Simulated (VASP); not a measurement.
Write the native input for VASP 6.6.1 that does the following.

```
Task                   : single point
Functional             : PBE
Potentials or basis    : VASP PAW PBE potentials, release 64 (Bi_d, Te)
Cutoff                 : 520 eV
k mesh                 : 7 × 7 × 7
Occupations            : fermi-dirac, width 0.05 eV
Spin                   : no spin polarisation
Further INCAR settings : ALGO = Normal; EDIFF = 1e-07; NBANDS = 32
```

The structure of Bi2Te3 (Tellurobismuthite) lies in POSCAR:

```
Bi2Te3
1.0
    2.1930000000      1.2661291403     10.1656666667
   -2.1930000000      1.2661291403     10.1656666667
    0.0000000000     -2.5322582807     10.1656666667
Bi Te
2 3
Direct
    0.6000000000      0.6000000000      0.6000000000
    0.4000000000      0.4000000000      0.4000000000
    0.7905000000      0.7905000000      0.7905000000
    0.2095000000      0.2095000000      0.2095000000
    0.0000000000      0.0000000000      0.0000000000
```

One way to write it, as run:

INCAR

```
SYSTEM = Bi2Te3
PREC = Accurate
ENCUT = 520
EDIFF = 1E-7
ISMEAR = -1
SIGMA = 0.05
LREAL = .FALSE.
LASPH = .TRUE.
NELM = 100
ALGO = Normal
ISIF = 2
LWAVE = .FALSE.
LCHARG = .FALSE.
GGA = PE
NBANDS = 32
```

KPOINTS

```
regular mesh
0
G
  7 7 7
  0 0 0
```

Potentials or basis: VASP PAW PBE potentials, release 64 (Bi_d, Te).

Launch:

```sh
$ cat potpaw_PBE.64/Bi_d/POTCAR potpaw_PBE.64/Te/POTCAR > POTCAR
$ mpirun -np 1 vasp_std > vasp.out
```

It gave:

```yaml
Pressure: 1.9 GPa
Largest_force: 0.029 eV/Å
Band_gap_on_the_k_mesh: 0.28 eV, direct
```

Caveat: spin-orbit coupling is left out, which as a rule narrows the gap of such compounds by several tenths of an eV; an odd mesh through Γ misses points on the zone boundary, where band edges often lie.

Wall time 14 min on 1 thread of AMD EPYC 9R45 96-Core Processor (Zen 5), with other jobs on the host, peak memory 0.97 GiB.
